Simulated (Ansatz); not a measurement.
**Moving the functional in SnO2**

```
Sn O
1.0
    -3.24890    3.41447    3.41402
     3.24890   -3.41447    3.41402
     3.24890    3.41447   -3.41402
Sn O
4 8
Direct
  0.50000 0.00000 0.00000
  0.50000 0.50000 0.50000
  0.00360 0.75360 0.25000
  0.99640 0.24640 0.75000
  0.80650 0.80377 0.49728
  0.80650 0.30922 0.00272
  0.30244 0.24594 0.05649
  0.68944 0.24594 0.44350
  0.31056 0.75406 0.55649
  0.19350 0.69078 0.99728
  0.69756 0.75406 0.94351
  0.19350 0.19623 0.50272
```

The cell is a database's computed one, not the measured one.

Kept alike: task band structure; k mesh 5 × 5 × 5; occupations fermi-dirac, width 0.05 eV; no spin polarisation. Program: Ansatz, Ansatz PAW. Cutoffs run from 420 to 500 eV. The mesh is that of the run's cell of 12 atoms. No spin-orbit coupling.

```csv
functional,band gap (eV),pressure (GPa)
BLYP,0.651,4.29
LDA,0.478,-11.45
PBE,0.627,-0.82
PBEsol,0.532,-6.58
RPBE,0.717,3.10
r2SCAN,1.270,-8.42
revPBE,0.692,2.04
```

Pressure is positive in compression, with a Pulay correction for the finite cutoff. Gaps are the smaller of the mesh's and the band path's. All rows use potentials made for PBE.

The band gap runs from 0.478 (LDA) to 1.270 eV (r2SCAN). From PBE: BLYP +0.024; LDA -0.149; PBEsol -0.095; RPBE +0.090; r2SCAN +0.643; revPBE +0.065. The pressure runs from -11.45 (LDA) to 4.29 GPa (BLYP). From PBE: BLYP +5.11; LDA -10.63; PBEsol -5.76; RPBE +3.92; r2SCAN -7.60; revPBE +2.86. A positive pressure means that the functional's own cell is larger than the one given, a negative one that it is smaller.
